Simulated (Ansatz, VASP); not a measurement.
NaI in VASP and in Ansatz

```xyz
2
Lattice="0.0000 3.2641 3.2641 3.2641 0.0000 3.2641 3.2641 3.2641 0.0000" Properties=species:S:1:pos:R:3 pbc="T T T"
Na    0.0000    0.0000    0.0000
I     3.2641    3.2641    3.2641
```

Alike in both runs: functional PBE; k mesh 6 × 6 × 6; occupations gaussian, width 0.02 eV; no spin polarisation.

Ansatz relaxed the structure, and its values are those at the end. VASP's run is a single point on that final structure, the one shown.

```csv
,VASP,Ansatz
version,VASP 6.6.1,Ansatz 0.2.0
potentials or method,"VASP PAW PBE potentials, release 64 (Na_pv, I)","scalar-relativistic, plane waves, PAW"
plane-wave cutoff (eV),520,420
valence electrons in the cell,14,26
```

```csv
,VASP,Ansatz,Ansatz less VASP
gap on the k mesh at the Fermi level (eV),3.57,3.58,+0.004
least direct gap on the mesh (eV),3.57,3.58,+0.004
pressure (GPa),0.0,0.0,-0.02
```

The two sets of potentials don't hold the same shells in valence.

Caveats: spin-orbit coupling is left out, which moves the levels of the heavy elements.
